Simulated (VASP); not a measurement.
A run of VASP 6.6.1:

Contents of INCAR:

```
SYSTEM = TePt
PREC = Accurate ; ENCUT = 520
EDIFF = 1E-6 ; ISMEAR = 0
SIGMA = 0.1 ; LREAL = .False.
LASPH = .True. ; NELM = 100
ALGO = Fast ; ISIF = 2
LWAVE = .False. ; LCHARG = .False.
GGA = PS ; IVDW = 13
NBANDS = 24
```

The input KPOINTS:

```
regular mesh
0
Gamma
  12 12 12
  0 0 0
```

File POSCAR:

```
TePt
1.0
    1.9700404747      1.1374033984      6.4684267702
   -1.9700404747      1.1374033984      6.4684267702
    0.0000000000     -2.2748067967      6.4684267702
Te Pt
2 2
Direct
    0.6006263726      0.6006263726      0.6006263726
    0.3993736274      0.3993736274      0.3993736274
    0.8704816812      0.8704816812      0.8704816812
    0.1295183188      0.1295183188      0.1295183188
```

Potentials or basis: VASP PAW PBE potentials, release 64 (Te, Pt).

The run is started by

```bash
$ cat potpaw_PBE.64/Te/POTCAR potpaw_PBE.64/Pt/POTCAR > POTCAR
$ mpirun -np 1 vasp_std > vasp.out
```

Hardware: 1 thread of AMD EPYC 7R13 Processor (Zen 3) (shared host).

Estimate the wall time of this run.

Run time: 27 min on 1 thread of AMD EPYC 7R13 Processor (Zen 3), with other jobs on the host, peak memory 0.62 GiB. Counts: scf iterations 14, k points 189.
